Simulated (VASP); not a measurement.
# GaP (F-43m) in VASP: a series of runs, part 4 of 4

VASP 6.6.1. Earlier steps stand in the parts before.

## (6) G0W0 quasiparticle levels, PBE

POSCAR

```
GaP
1.0
    0.0000000000      2.7252500000      2.7252500000
    2.7252500000      0.0000000000      2.7252500000
    2.7252500000      2.7252500000      0.0000000000
Ga P
1 1
Direct
    0.0000000000      0.0000000000      0.0000000000
    0.7500000000      0.7500000000      0.7500000000
```

INCAR.step1

```
ALGO = Fast
EDIFF = 1E-8
ENCUT = 450
GGA = PE
ISMEAR = 0
LASPH = T
LCHARG = F
LREAL = F
LWAVE = T
NELM = 100
PREC = Accurate
SIGMA = 0.01
```

INCAR.step2

```
ALGO = Exact
EDIFF = 1E-8
ENCUT = 450
GGA = PE
ISMEAR = 0
ISTART = 1
LASPH = T
LCHARG = F
LOPTICS = T
LREAL = F
LWAVE = T
NBANDS = 170
NELM = 1
PREC = Accurate
SIGMA = 0.01
```

INCAR.step3

```
ALGO = EVGW0
EDIFF = 1E-8
ENCUT = 450
ENCUTGW = 260
GGA = PE
ISMEAR = 0
ISTART = 1
LASPH = T
LCHARG = F
LREAL = F
LWAVE = F
NBANDS = 170
NBANDSGW = 17
NELMGW = 1
NOMEGA = 48
PREC = Accurate
PRECFOCK = Fast
SIGMA = 0.01
```

KPOINTS

```
k-points
0
Gamma
  3 3 3
```

Potentials or basis: VASP PAW PBE potentials, release 64 (Ga_d_GW, P_GW).

Started as:

```bash
> cat potpaw_PBE.64/Ga_d_GW/POTCAR potpaw_PBE.64/P_GW/POTCAR > POTCAR
> cp INCAR.step1 INCAR
> mpirun -np 1 vasp_std > vasp.out
> cp INCAR.step2 INCAR
> mpirun -np 1 vasp_std > vasp.out
> cp INCAR.step3 INCAR
> mpirun -np 1 vasp_std > vasp.out
```

OUTCAR:

```text
EDIFF = 1E-8
   ENCUT = 450
   ENCUTGW = 260
   GGA = PE
   ISMEAR = 0
   ISTART = 1
   LASPH = T
   LREAL = F
   NELMGW = 1
   PREC = Accurate
   PRECFOCK = Fast

 Found      4 irreducible k-points:

 Following reciprocal coordinates:
            Coordinates               Weight
  0.000000  0.000000  0.000000      1.000000
  0.333333  0.000000  0.000000      8.000000
  0.333333  0.333333  0.000000      6.000000
 -0.333333  0.333333  0.000000     12.000000
   k-points           NKPTS =      4   k-points in BZ     NKDIM =     27   number of bands    NBANDS=    170
   number of dos      NEDOS =    301   number of ions     NIONS =      2
   total plane-waves  NPLWV =  21952
   dimension x,y,z NGX =    28 NGY =   28 NGZ =   28
   dimension x,y,z NGXF=    56 NGYF=   56 NGZF=   56
   ions per type =               1   1
   NGX,Y,Z   is equivalent  to a cutoff of  12.08, 12.08, 12.08 a.u.
   NGXF,Y,Z  is equivalent  to a cutoff of  24.16, 24.16, 24.16 a.u.
 SYSTEM =  unknown system
   PREC   = accura    normal or accurate (medium, high low for compatibility)
   ISTART =      1    job   : 0-new  1-cont  2-samecut
   ICHARG =      0    charge: 1-file 2-atom 10-const
   ISPIN  =      1    spin polarized calculation?
   LNONCOLLINEAR =      F non collinear calculations
   LSORBIT =      F    spin-orbit coupling
   LASPH  =      T    aspherical Exc in radial PAW
   ENCUT  =  450.0 eV  33.07 Ry    5.75 a.u.   6.67  6.67  6.67*2*pi/ulx,y,z
   NELM   =     60;   NELMIN=  2; NELMDL=  0     # of ELM steps
   EDIFF  = 0.1E-07   stopping-criterion for ELM
   LREAL  =      F    real-space projection
   EDIFFG = 0.1E-06   stopping-criterion for IOM
   NSW    =      0    number of steps for IOM
   IBRION =     -1    ionic relax: 0-MD 1-quasi-New 2-CG
   NFREE  =      0    steps in history (QN), initial steepest desc. (CG)
   ISIF   =      0    stress and relaxation
   ISYM   =      3    0-nonsym 1-usesym 2-fastsym
   POTIM  = 0.5000    time-step for ionic-motion
   TEBEG  =    0.0;   TEEND  =   0.0 temperature during run
   PSTRESS=    0.0 pullay stress
   NELECT =      18.0000    total number of electrons
   NUPDOWN=      -1.0000    fix difference up-down
   EMIN   =  10.00;   EMAX   =-10.00  energy-range for DOS
   EFERMI =   0.00;   METHOD = LEGACY
   ISMEAR =     0;   SIGMA  =   0.01  broadening in eV -4-tet -1-fermi 0-gaus
   EFERMI_NEDOS =   21; number of points for ismear=-14 and -15
   IALGO  =     38    algorithm
   IMIX   =      4    mixing-type and parameters
     AMIX     =   0.40;   BMIX     =  1.00
     AMIX_MAG =   1.60;   BMIX_MAG =  1.00
  volume/ion in A,a.u.               =      20.24       136.59
  Fermi-wavevector in a.u.,A,eV,Ry     =   1.249538  2.361284 21.243377  1.561344
  Thomas-Fermi vector in A             =   2.383574
   LORBIT       =      0    0 simple, 1 ext, 2 COOP (PROOUT), +10 PAW based schemes
   GGA     = PE    functional components
   LHFCALC =     T    Hartree Fock is set to
   PRECFOCK=fast      Normal, Fast or Accurate (Low or Medium for compatibility)
   ENCUT4O =  -1.0   cutoff for four orbital integrals eV
   NKREDX  =     1    reduce k-point grid by
   NKREDY  =     1    reduce k-point grid by
   NKREDZ  =     1    reduce k-point grid by
   AEXX    =    1.0000 exact exchange contribution
   HFSCREEN=    0.0000 screening length (either q_TF or 0.3 A-1)
   HFSCREENC=   0.0000 screening length for correlation (either q_TF or 0.3 A-1)
   ENCUTFOCK=  -1.0 apply spherical cutoff to Coloumb kernel
   IVDW    =     0    specifies the selected vdW correction
   LEPSILON=     F    determine dielectric tensor
   LRPA    =     F    only Hartree local field effects (RPA)
   LRPAFORCE           =     F    calculate RPA forces
   ENCUTGW             = 260.0    cutoff for response function in eV
   ENCUTGWSOFT         = 208.0    soft cutoff for Coulomb kernel in GW response function in eV
   ENCUTLF             =  -1.0    cutoff for local field effects
   NELMGW              =     1    number of iterations in solving QP/BSE equation
   NELMHF              =     1    number of iterations in the inner HF iteration
   NKREDLFX            =     1    NKREDLFY  =   1   NKREDLFZ  =   1
 non-spin polarized calculation
 Gauss-broadening in eV      SIGMA  =   0.01
  energy-cutoff  :      450.00
  volume of cell :       40.48
 maximum number of plane-waves:       893
 NGX is ok and might be reduce to    28
  NGX = 16; NGY = 16; NGZ = 16
   NGX = 13   NGY = 13   NGZ = 13
 maximum number of plane-waves:       389

 QP shifts <psi_nk| G(iteration)W_0 |psi_nk>: iteration 1
 for sc-GW calculations column KS-energies equals QP-energies in previous step
 and V_xc(KS)=  KS-energies - (<T + V_ion + V_H > + <T+V_H+V_ion>^1  + <V_x>^1)

 k-point   1 :       0.0000    0.0000    0.0000
  band No.  KS-energies  QP-energies   sigma(KS)   V_xc(KS)     V^pw_x(r,r')   Z            occupation Imag(sigma)

      1     -10.1855     -12.2709     -24.7246     -21.6845     -35.0252       0.6860       2.0000       0.2665
      2     -10.1855     -12.2709     -24.7246     -21.6845     -35.0252       0.6860       2.0000       0.2665
      3     -10.1855     -12.2709     -24.7246     -21.6845     -35.0252       0.6860       2.0000       0.2665
      4     -10.0899     -12.2044     -24.8753     -21.8031     -35.1436       0.6883       2.0000       0.2361
      5     -10.0899     -12.2044     -24.8753     -21.8031     -35.1436       0.6883       2.0000       0.2361
      6      -8.0299      -8.6628     -12.2372     -11.3535     -18.6291       0.7162       2.0000       1.1940
[... 9 lines left out ...]
     16      14.1509      14.3714     -10.5367     -10.8284      -4.9890       0.7559       0.0000      -0.2552
     17      16.8528      16.6728      -8.3989      -8.1664      -2.3911       0.7743       0.0000      -0.5145

 k-point   2 :       0.3333    0.0000    0.0000
  band No.  KS-energies  QP-energies   sigma(KS)   V_xc(KS)     V^pw_x(r,r')   Z            occupation Imag(sigma)

      1     -10.2449     -12.2866     -24.3812     -21.4019     -34.6068       0.6853       2.0000       0.2970
      2     -10.1656     -12.2605     -24.7632     -21.7194     -35.0663       0.6882       2.0000       0.2649
      3     -10.1656     -12.2605     -24.7632     -21.7194     -35.0663       0.6882       2.0000       0.2649
      4     -10.0862     -12.2098     -24.8826     -21.8122     -35.1585       0.6916       2.0000       0.2346
      5     -10.0862     -12.2098     -24.8826     -21.8122     -35.1585       0.6916       2.0000       0.2346
      6      -6.7233      -7.3361     -12.8418     -11.9516     -18.9041       0.6885       2.0000       0.9172
[... 9 lines left out ...]
     16      14.1473      13.9766      -8.3697      -8.1523      -2.6893       0.7849       0.0000      -0.3630
     17      19.2487      19.1968      -9.7730      -9.7041      -3.0812       0.7540       0.0000      -0.7208

 k-point   3 :       0.3333    0.3333    0.0000
  band No.  KS-energies  QP-energies   sigma(KS)   V_xc(KS)     V^pw_x(r,r')   Z            occupation Imag(sigma)

      1     -10.2749     -12.2999     -24.3408     -21.3727     -34.5686       0.6823       2.0000       0.3001
      2     -10.1380     -12.2501     -24.8317     -21.7800     -35.1478       0.6921       2.0000       0.2619
      3     -10.1380     -12.2501     -24.8317     -21.7800     -35.1478       0.6921       2.0000       0.2619
      4     -10.1153     -12.2127     -24.7900     -21.7282     -35.0419       0.6850       2.0000       0.2386
      5     -10.0738     -12.2076     -24.9043     -21.8336     -35.1855       0.6949       2.0000       0.2314
      6      -6.2578      -6.8742     -12.9089     -12.0133     -18.7791       0.6883       2.0000       0.8405
[... 9 lines left out ...]
     16      18.8867      18.8343      -9.4619      -9.3929      -2.9341       0.7590       0.0000      -0.6665
     17      19.8687      19.9880     -10.8506     -11.0084      -3.9445       0.7558       0.0000      -0.9194

 k-point   4 :      -0.3333    0.3333    0.0000
  band No.  KS-energies  QP-energies   sigma(KS)   V_xc(KS)     V^pw_x(r,r')   Z            occupation Imag(sigma)

      1     -10.2739     -12.2970     -24.3035     -21.3467     -34.5251       0.6842       2.0000       0.3071
      2     -10.1480     -12.2559     -24.7981     -21.7434     -35.0963       0.6900       2.0000       0.2594
      3     -10.1366     -12.2509     -24.8317     -21.7834     -35.1500       0.6936       2.0000       0.2622
      4     -10.1004     -12.2100     -24.8412     -21.7746     -35.1095       0.6879       2.0000       0.2357
      5     -10.0831     -12.2118     -24.8810     -21.8123     -35.1572       0.6937       2.0000       0.2324
      6      -5.2808      -5.9250     -13.5666     -12.6406     -19.1783       0.6957       2.0000       0.7140
[... 9 lines left out ...]
     16      19.4742      19.3839      -9.3172      -9.1973      -2.7823       0.7536       0.0000      -0.6711
     17      20.2154      20.2795     -10.5505     -10.6356      -3.3956       0.7533       0.0000      -0.9208
```

It took 79 s on 1 thread of Intel Xeon Platinum 8259CL at 2.50GHz (Skylake/Cascade Lake), shared host; peak memory 0.44 GiB.

These settings aren't checked as converged: the numbers below hold their error.

Results:

| Quantity | Value |
| --- | --- |
| Band gap on the k mesh, mean-field level | 1.70 eV, indirect (least direct gap 1.80 eV) |
| Quasiparticle gap | 2.32 eV |
| Least direct quasiparticle gap | 2.71 eV |

Caveat: the k mesh is coarse (spacing up to 0.67 Å⁻¹), so the values aren't converged; the cutoff is under 1.25 times the usual one of these potentials, so pressure, stress and relaxed cells hold a basis-set (Pulay) error; bands, screening cutoff and mesh are small and nothing is extrapolated, so the quasiparticle values aren't converged; an odd mesh through Γ misses points on the zone boundary, where band edges often lie.

## (7) The reference run

An earlier run on the cell as given: functional PBE; potentials or basis VASP PAW PBE potentials, release 64 (Ga_d, P); cutoff 520 eV; k mesh 8 × 8 × 8; occupations fermi-dirac, width 0.05 eV; no spin polarisation.

* Pressure: 2.5 GPa
* Band gap on the k mesh: 1.64 eV, indirect (least direct gap 1.83 eV)
